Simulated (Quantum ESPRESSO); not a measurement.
# Cu (Cmcm) in Quantum ESPRESSO: equation of state

Aim: energy against volume of Cu in PBE, for its equilibrium volume and stiffness.

Program: Quantum ESPRESSO 7.5. These are calculated values, not measurements. Logs are shortened: lines on timing, memory, paths and dates and some standing lists are left out, and cuts for length are marked.

## (1) Starting point

It takes space group Cmcm (No. 63, orthorhombic). Conventional cell: a = 2.437 Å, b = 7.953 Å, c = 2.475 Å, α = 90.00°, β = 90.00°, γ = 90.00°. Around Cu (site symmetry m2m) lie 10 Cu at 2.44 to 2.54 Å.

This isn't the form of Cu at room conditions, which is fcc.

## (2) Single point, PBE, 11.27 Å³/atom

pw.in

```
&CONTROL
  calculation = 'scf'
  prefix = 'pwscf'
  outdir = './tmp'
  pseudo_dir = './pseudo'
  tprnfor = .true.
  tstress = .true.
  disk_io = 'nowf'
/
&SYSTEM
  ibrav = 0
  nat = 2
  ntyp = 1
  ecutwfc = 55
  ecutrho = 440
  nbnd = 18
  occupations = 'smearing'
  smearing = 'fd'
  degauss = 0.00367493
/
&ELECTRONS
  conv_thr = 4d-10
  electron_maxstep = 120
  mixing_beta = 0.5
/
ATOMIC_SPECIES
Cu    63.5460 Cu.paw.z_11.ld1.psl.v1.0.0-low.upf
CELL_PARAMETERS angstrom
   1.1935901047   -3.8952046620    0.0000000000
   1.1935901047    3.8952046620    0.0000000000
   0.0000000000    0.0000000000    2.4249610270
ATOMIC_POSITIONS crystal
Cu     0.8661333500    0.1338666500    0.7500000000
Cu     0.1338666500    0.8661333500    0.2500000000
K_POINTS automatic
11 11 11 0 0 0
```

Potentials or basis: SSSP 1.3 efficiency PBE.

The run is started by

```bash
$ OMP_NUM_THREADS=1 pw.x -in pw.in > pw.out
```

pw.out:

```text
This program is part of the open-source Quantum ESPRESSO suite
     for quantum simulation of materials; please cite
         "P. Giannozzi et al., J. Phys.:Condens. Matter 21 395502 (2009);
         "P. Giannozzi et al., J. Phys.:Condens. Matter 29 465901 (2017);
         "P. Giannozzi et al., J. Chem. Phys. 152 154105 (2020);
     in publications or presentations arising from this work. More details at

     file Cu.paw.z_11.ld1.psl.v1.0.0-low.upf: wavefunction(s)  4S 3D renormalized
     Message from routine setup:
     using ibrav=0 with symmetry is DISCOURAGED, use correct ibrav instead

     G-vector sticks info
     --------------------
     sticks:   dense  smooth     PW     G-vecs:    dense   smooth      PW
     Sum        1163     581    207                23717     8385    1743

     Using Slab Decomposition

     bravais-lattice index     =            0
     lattice parameter (alat)  =       7.6987  a.u.
     unit-cell volume          =     152.1657 (a.u.)^3
     number of atoms/cell      =            2
     number of atomic types    =            1
     number of electrons       =        22.00
     number of Kohn-Sham states=           18
     kinetic-energy cutoff     =      55.0000  Ry
     charge density cutoff     =     440.0000  Ry
     scf convergence threshold =      4.0E-10
     mixing beta               =       0.5000
     number of iterations used =            8  plain     mixing
     Exchange-correlation= SLA  PW   PBX  PBC
                           (   1   4   3   4   0   0   0)

     celldm(1)=   7.698698  celldm(2)=   0.000000  celldm(3)=   0.000000
     celldm(4)=   0.000000  celldm(5)=   0.000000  celldm(6)=   0.000000

     crystal axes: (cart. coord. in units of alat)
               a(1) = (   0.292979  -0.956119   0.000000 )
               a(2) = (   0.292979   0.956119   0.000000 )
               a(3) = (   0.000000   0.000000   0.595232 )

     reciprocal axes: (cart. coord. in units 2 pi/alat)
               b(1) = (  1.706606 -0.522948  0.000000 )
               b(2) = (  1.706606  0.522948 -0.000000 )
               b(3) = ( -0.000000  0.000000  1.680017 )

     PseudoPot. # 1 for Cu read from file:
     Cu.paw.z_11.ld1.psl.v1.0.0-low.upf
     Pseudo is Projector augmented-wave + core cor, Zval = 11.0
     Generated using &quot;atomic&quot; code by A. Dal Corso  v.6.3MaX
     Shape of augmentation charge: PSQ
     Using radial grid of 1199 points,  6 beta functions with:
                l(1) =   0
                l(2) =   0
                l(3) =   1
                l(4) =   1
                l(5) =   2
                l(6) =   2
     Q(r) pseudized with 0 coefficients

     atomic species   valence    mass     pseudopotential
     Cu               11.00    63.54600     Cu( 1.00)

      8 Sym. Ops., with inversion, found ( 4 have fractional translation)

   Cartesian axes

     site n.     atom                  positions (alat units)
         1        Cu     tau(   1) = (   0.2929792  -0.7001340   0.4464241  )
         2        Cu     tau(   2) = (   0.2929792   0.7001340   0.1488080  )

     number of k points=   216  Fermi-Dirac smearing, width (Ry)=  0.0037

     Number of k-points >= 100: set verbosity='high' to print them.

     Dense  grid:    23717 G-vectors     FFT dimensions: (  54,  54,  32)

     Smooth grid:     8385 G-vectors     FFT dimensions: (  40,  40,  24)

     Initial potential from superposition of free atoms

     starting charge      21.9995, renormalised to      22.0000
     Starting wfcs are   18 randomized atomic wfcs

     Self-consistent Calculation

     iteration #  1     ecut=    55.00 Ry     beta= 0.50
     Davidson diagonalization with overlap
     ethr =  1.00E-02,  avg # of iterations =  6.0

     Threshold (ethr) on eigenvalues was too large:
     Diagonalizing with lowered threshold

     Davidson diagonalization with overlap
     ethr =  5.52E-04,  avg # of iterations =  1.4

     total energy              =    -426.10808567 Ry
     estimated scf accuracy    <       0.12303276 Ry

     iteration #  2     ecut=    55.00 Ry     beta= 0.50
     Davidson diagonalization with overlap
     ethr =  5.59E-04,  avg # of iterations =  2.4

     total energy              =    -426.14083087 Ry
     estimated scf accuracy    <       0.13798048 Ry

     iteration #  3     ecut=    55.00 Ry     beta= 0.50
     Davidson diagonalization with overlap
     ethr =  5.59E-04,  avg # of iterations =  1.3

     total energy              =    -426.16285178 Ry
     estimated scf accuracy    <       0.00035540 Ry

     iteration #  4     ecut=    55.00 Ry     beta= 0.50
     Davidson diagonalization with overlap
     ethr =  1.62E-06,  avg # of iterations =  7.3

     total energy              =    -426.16297803 Ry
     estimated scf accuracy    <       0.00010051 Ry

     iteration #  5     ecut=    55.00 Ry     beta= 0.50
     Davidson diagonalization with overlap
     ethr =  4.57E-07,  avg # of iterations =  1.0

     total energy              =    -426.16298242 Ry
     estimated scf accuracy    <       0.00000212 Ry

     iteration #  6     ecut=    55.00 Ry     beta= 0.50
     Davidson diagonalization with overlap
     ethr =  9.63E-09,  avg # of iterations =  2.3

     total energy              =    -426.16298325 Ry
     estimated scf accuracy    <       0.00000081 Ry

     iteration #  7     ecut=    55.00 Ry     beta= 0.50
     Davidson diagonalization with overlap
     ethr =  3.67E-09,  avg # of iterations =  1.2

     total energy              =    -426.16298334 Ry
     estimated scf accuracy    <       0.00000002 Ry

     iteration #  8     ecut=    55.00 Ry     beta= 0.50
     Davidson diagonalization with overlap
     ethr =  9.18E-11,  avg # of iterations =  2.4

     total energy              =    -426.16298335 Ry
     estimated scf accuracy    <          2.7E-09 Ry

     iteration #  9     ecut=    55.00 Ry     beta= 0.50
     Davidson diagonalization with overlap
     ethr =  1.24E-11,  avg # of iterations =  1.5

     End of self-consistent calculation

     Number of k-points >= 100: set verbosity='high' to print the bands.

     the Fermi energy is    13.5177 ev

!    total energy              =    -426.16298335 Ry
     total all-electron energy =     -6619.922516 Ry
     estimated scf accuracy    <          1.4E-10 Ry
     smearing contrib. (-TS)   =      -0.00027451 Ry
     internal energy E=F+TS    =    -426.16270884 Ry

     The total energy is F=E-TS. E is the sum of the following terms:
     one-electron contribution =     -54.62127586 Ry
     hartree contribution      =      61.10100364 Ry
     xc contribution           =     -89.34109514 Ry
     ewald contribution        =    -163.59511340 Ry
     one-center paw contrib.   =    -179.70622808 Ry

     convergence has been achieved in   9 iterations

     Forces acting on atoms (cartesian axes, Ry/au):

     atom    1 type  1   force =    -0.00000000   -0.00546212    0.00000000
     atom    2 type  1   force =     0.00000000    0.00546212    0.00000000

     Total force =     0.007725     Total SCF correction =     0.000000

     Computing stress (Cartesian axis) and pressure

          total   stress  (Ry/bohr**3)                   (kbar)     P=      177.04
   0.00115635  -0.00000000   0.00000000          170.10       -0.00        0.00
   0.00000000   0.00118348   0.00000000            0.00      174.10        0.00
   0.00000000   0.00000000   0.00127071            0.00        0.00      186.93

=------------------------------------------------------------------------------=
   JOB DONE.
=------------------------------------------------------------------------------=
```

It took 64 s on 1 thread of Intel Xeon Platinum 8488C (Sapphire Rapids), shared host; peak memory 0.18 GiB.

What came out:

```
Free energy            : -5798.2428 eV
Pressure               : 17.7 GPa
Largest force          : 0.140 eV/Å
Band gap on the k mesh : none (metal or under the smearing width)
```

## (3) Single point, PBE, 11.51 Å³/atom

pw.in: that of step 2 with these lines changed.

```diff
@@ -28,5 +28,5 @@
 CELL_PARAMETERS angstrom
-   1.1935901047   -3.8952046620    0.0000000000
-   1.1935901047    3.8952046620    0.0000000000
-   0.0000000000    0.0000000000    2.4249610270
+   1.2019959458   -3.9226365845    0.0000000000
+   1.2019959458    3.9226365845    0.0000000000
+   0.0000000000    0.0000000000    2.4420387800
 ATOMIC_POSITIONS crystal
```

Potentials or basis: SSSP 1.3 efficiency PBE.

The run is started by

```bash
$ OMP_NUM_THREADS=1 pw.x -in pw.in > pw.out
```

Wall time 64 s (1 thread of Intel Xeon Platinum 8488C (Sapphire Rapids), shared host); peak memory 0.18 GiB.

It converged, with:

| Item | Value |
| --- | --- |
| Free energy | -5798.2909 eV |
| Pressure | 13.4 GPa |
| Largest force | 0.107 eV/Å |
| Band gap on the k mesh | none (metal or under the smearing width) |

## (4) Single point, PBE, 11.75 Å³/atom

pw.in: that of step 3 with these lines changed.

```diff
@@ -28,5 +28,5 @@
 CELL_PARAMETERS angstrom
-   1.2019959458   -3.9226365845    0.0000000000
-   1.2019959458    3.9226365845    0.0000000000
-   0.0000000000    0.0000000000    2.4420387800
+   1.2102858349   -3.9496901055    0.0000000000
+   1.2102858349    3.9496901055    0.0000000000
+   0.0000000000    0.0000000000    2.4588809590
 ATOMIC_POSITIONS crystal
```

The run is started by

```bash
$ OMP_NUM_THREADS=1 pw.x -in pw.in > pw.out
```

Run time: 63 s. Hardware: 1 thread of Intel Xeon Platinum 8488C (Sapphire Rapids), shared host; peak memory 0.19 GiB.

The run converged. Its results:

```yaml
Free_energy: -5798.3269 eV
Pressure: 9.6 GPa
Largest_force: 0.077 eV/Å
Band_gap_on_the_k_mesh: none (metal or under the smearing width)
```

## (5) Single point, PBE, 11.99 Å³/atom

pw.in: that of step 4 with these lines changed.

```diff
@@ -28,5 +28,5 @@
 CELL_PARAMETERS angstrom
-   1.2102858349   -3.9496901055    0.0000000000
-   1.2102858349    3.9496901055    0.0000000000
-   0.0000000000    0.0000000000    2.4588809590
+   1.2184636900   -3.9763780104    0.0000000000
+   1.2184636900    3.9763780104    0.0000000000
+   0.0000000000    0.0000000000    2.4754955235
 ATOMIC_POSITIONS crystal
```

The run is started by

```bash
$ OMP_NUM_THREADS=1 pw.x -in pw.in > pw.out
```

Wall time 65 s (1 thread of Intel Xeon Platinum 8488C (Sapphire Rapids), shared host); peak memory 0.19 GiB.

The run converged. Its results:

| Property | Result |
| --- | --- |
| Free energy | -5798.3521 eV |
| Pressure | 6.2 GPa |
| Largest force | 0.049 eV/Å |
| Band gap on the k mesh | none (metal or under the smearing width) |

## (6) Single point, PBE, 12.23 Å³/atom

pw.in: that of step 5 with these lines changed.

```diff
@@ -28,5 +28,5 @@
 CELL_PARAMETERS angstrom
-   1.2184636900   -3.9763780104    0.0000000000
-   1.2184636900    3.9763780104    0.0000000000
-   0.0000000000    0.0000000000    2.4754955235
+   1.2265332211   -4.0027124071    0.0000000000
+   1.2265332211    4.0027124071    0.0000000000
+   0.0000000000    0.0000000000    2.4918900114
 ATOMIC_POSITIONS crystal
```

Potentials or basis: SSSP 1.3 efficiency PBE.

The run is started by

```bash
$ OMP_NUM_THREADS=1 pw.x -in pw.in > pw.out
```

It took 67 s on 1 thread of Intel Xeon Platinum 8488C (Sapphire Rapids), shared host; peak memory 0.19 GiB.

The run converged. Its results:

* Free energy: -5798.3676 eV
* Pressure: 3.2 GPa
* Largest force: 0.023 eV/Å
* Band gap on the k mesh: none (metal or under the smearing width)

## (7) Single point, PBE, 12.47 Å³/atom

pw.in: that of step 6 with these lines changed.

```diff
@@ -28,5 +28,5 @@
 CELL_PARAMETERS angstrom
-   1.2265332211   -4.0027124071    0.0000000000
-   1.2265332211    4.0027124071    0.0000000000
-   0.0000000000    0.0000000000    2.4918900114
+   1.2344979457   -4.0287047744    0.0000000000
+   1.2344979457    4.0287047744    0.0000000000
+   0.0000000000    0.0000000000    2.5080715687
 ATOMIC_POSITIONS crystal
```

Potentials or basis: SSSP 1.3 efficiency PBE.

The run is started by

```bash
$ OMP_NUM_THREADS=1 pw.x -in pw.in > pw.out
```

pw.out:

```text
This program is part of the open-source Quantum ESPRESSO suite
     for quantum simulation of materials; please cite
         "P. Giannozzi et al., J. Phys.:Condens. Matter 21 395502 (2009);
         "P. Giannozzi et al., J. Phys.:Condens. Matter 29 465901 (2017);
         "P. Giannozzi et al., J. Chem. Phys. 152 154105 (2020);
     in publications or presentations arising from this work. More details at

     file Cu.paw.z_11.ld1.psl.v1.0.0-low.upf: wavefunction(s)  4S 3D renormalized
     Message from routine setup:
     using ibrav=0 with symmetry is DISCOURAGED, use correct ibrav instead

     G-vector sticks info
     --------------------
     sticks:   dense  smooth     PW     G-vecs:    dense   smooth      PW
     Sum        1249     617    223                26235     9247    1923

     Using Slab Decomposition

     bravais-lattice index     =            0
     lattice parameter (alat)  =       7.9626  a.u.
     unit-cell volume          =     168.3536 (a.u.)^3
     number of atoms/cell      =            2
     number of atomic types    =            1
     number of electrons       =        22.00
     number of Kohn-Sham states=           18
     kinetic-energy cutoff     =      55.0000  Ry
     charge density cutoff     =     440.0000  Ry
     scf convergence threshold =      4.0E-10
     mixing beta               =       0.5000
     number of iterations used =            8  plain     mixing
     Exchange-correlation= SLA  PW   PBX  PBC
[... 54 lines left out ...]

     iteration #  1     ecut=    55.00 Ry     beta= 0.50
     Davidson diagonalization with overlap
     ethr =  1.00E-02,  avg # of iterations =  6.1

     Threshold (ethr) on eigenvalues was too large:
     Diagonalizing with lowered threshold

     Davidson diagonalization with overlap
     ethr =  4.51E-04,  avg # of iterations =  1.5

     total energy              =    -426.12653697 Ry
     estimated scf accuracy    <       0.10133236 Ry
[... 12 lines left out ...]
     total energy              =    -426.17254675 Ry
     estimated scf accuracy    <       0.00030330 Ry

     iteration #  4     ecut=    55.00 Ry     beta= 0.50
     Davidson diagonalization with overlap
     c_bands:  1 eigenvalues not converged
     c_bands:  1 eigenvalues not converged
     ethr =  1.38E-06,  avg # of iterations =  6.8

     total energy              =    -426.17266475 Ry
     estimated scf accuracy    <       0.00009776 Ry

     iteration #  5     ecut=    55.00 Ry     beta= 0.50
     Davidson diagonalization with overlap
     ethr =  4.44E-07,  avg # of iterations =  1.1
[... 25 lines left out ...]
     iteration #  9     ecut=    55.00 Ry     beta= 0.50
     Davidson diagonalization with overlap
     ethr =  2.86E-12,  avg # of iterations =  3.2

     End of self-consistent calculation

     Number of k-points >= 100: set verbosity='high' to print the bands.

     the Fermi energy is    11.7581 ev

!    total energy              =    -426.17267005 Ry
     total all-electron energy =     -6619.932202 Ry
     estimated scf accuracy    <          2.7E-10 Ry
     smearing contrib. (-TS)   =      -0.00033523 Ry
     internal energy E=F+TS    =    -426.17233482 Ry

     The total energy is F=E-TS. E is the sum of the following terms:
     one-electron contribution =     -63.20072331 Ry
     hartree contribution      =      64.12759477 Ry
     xc contribution           =     -89.23751309 Ry
     ewald contribution        =    -158.17402468 Ry
     one-center paw contrib.   =    -179.68766851 Ry

     convergence has been achieved in   9 iterations

     Forces acting on atoms (cartesian axes, Ry/au):

     atom    1 type  1   force =     0.00000000    0.00000473    0.00000000
     atom    2 type  1   force =    -0.00000000   -0.00000473    0.00000000

     Total force =     0.000007     Total SCF correction =     0.000004
     SCF correction compared to forces is large: reduce conv_thr to get better values

     Computing stress (Cartesian axis) and pressure

          total   stress  (Ry/bohr**3)                   (kbar)     P=        4.60
   0.00005111  -0.00000000   0.00000000            7.52       -0.00        0.00
   0.00000000  -0.00001112   0.00000000            0.00       -1.64        0.00
   0.00000000   0.00000000   0.00005389            0.00        0.00        7.93

=------------------------------------------------------------------------------=
   JOB DONE.
=------------------------------------------------------------------------------=
```

It took 69 s on 1 thread of Intel Xeon Platinum 8488C (Sapphire Rapids), shared host; peak memory 0.2 GiB.

What came out:

| Item | Value |
| --- | --- |
| Free energy | -5798.3746 eV |
| Pressure | 0.5 GPa |
| Band gap on the k mesh | none (metal or under the smearing width) |

## (8) Single point, PBE, 12.71 Å³/atom

pw.in: that of step 7 with these lines changed.

```diff
@@ -28,5 +28,5 @@
 CELL_PARAMETERS angstrom
-   1.2344979457   -4.0287047744    0.0000000000
-   1.2344979457    4.0287047744    0.0000000000
-   0.0000000000    0.0000000000    2.5080715687
+   1.2423612020   -4.0543660062    0.0000000000
+   1.2423612020    4.0543660062    0.0000000000
+   0.0000000000    0.0000000000    2.5240469776
 ATOMIC_POSITIONS crystal
```

The run is started by

```bash
$ OMP_NUM_THREADS=1 pw.x -in pw.in > pw.out
```

Wall time 61 s (1 thread of Intel Xeon Platinum 8488C (Sapphire Rapids), shared host); peak memory 0.2 GiB.

It converged, with:

| Quantity | Value |
| --- | --- |
| Free energy | -5798.3738 eV |
| Pressure | -1.9 GPa |
| Largest force | 0.023 eV/Å |
| Band gap on the k mesh | none (metal or under the smearing width) |

## (9) Equation of state, PBE

Potentials or basis: SSSP 1.3 efficiency PBE.

This step only gathers the single runs of the series.

What came out:

- Equilibrium volume: 12.57 Å³/atom
- Bulk modulus at fixed shape and positions: 128 GPa
- Pressure derivative of the bulk modulus: 5.0

Energy against volume, from the lowest point:
| volume (Å³/atom) | energy (meV/atom) |
| --- | --- |
| 11.274 | 65.90 |
| 11.514 | 41.83 |
| 11.754 | 23.82 |
| 11.994 | 11.23 |
| 12.234 | 3.47 |
| 12.474 | 0.00 |
| 12.714 | 0.38 |

Caveat: the cell was scaled at fixed shape and fractional positions, which overstates the stiffness of a crystal with free parameters, most of all of layers and chains.
